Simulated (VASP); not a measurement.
H:

```
H
1.0
     2.64964    0.00000    0.00000
     0.00000    2.64964    0.00000
     0.00000    0.00000    0.98049
H
1
Direct
  0.00000 0.00000 0.50000
```

- Program: VASP 6.6.1
- Task: single point
- Functional: PBE
- Potentials or basis: VASP PAW PBE potentials, release 64 (H)
- Cutoff: 520 eV
- k mesh: 10 × 10 × 26
- Occupations: fermi-dirac, width 0.05 eV
- Spin: no spin polarisation

On this cell: pressure 1.6 GPa; band gap on the k mesh none (metal or under the smearing width).

The same run follows on a disturbed copy (cell strained at random at fixed volume):

```
H
1.0
     2.64639    0.01641    0.00863
     0.01641    2.67470    0.02215
     0.00319    0.00820    0.97261
H
1
Direct
  0.00594 0.00887 0.47712
```

Q: What does the disturbed cell give?

A: The energy (extrapolated to zero smearing) moves by -0.3 meV/atom; pressure 2.4 GPa; band gap on the k mesh none (metal or under the smearing width).

Stress tensor (GPa, compression positive):
```
2.33 0.03 0.00
0.03 2.08 0.01
0.00 0.01 2.78
```
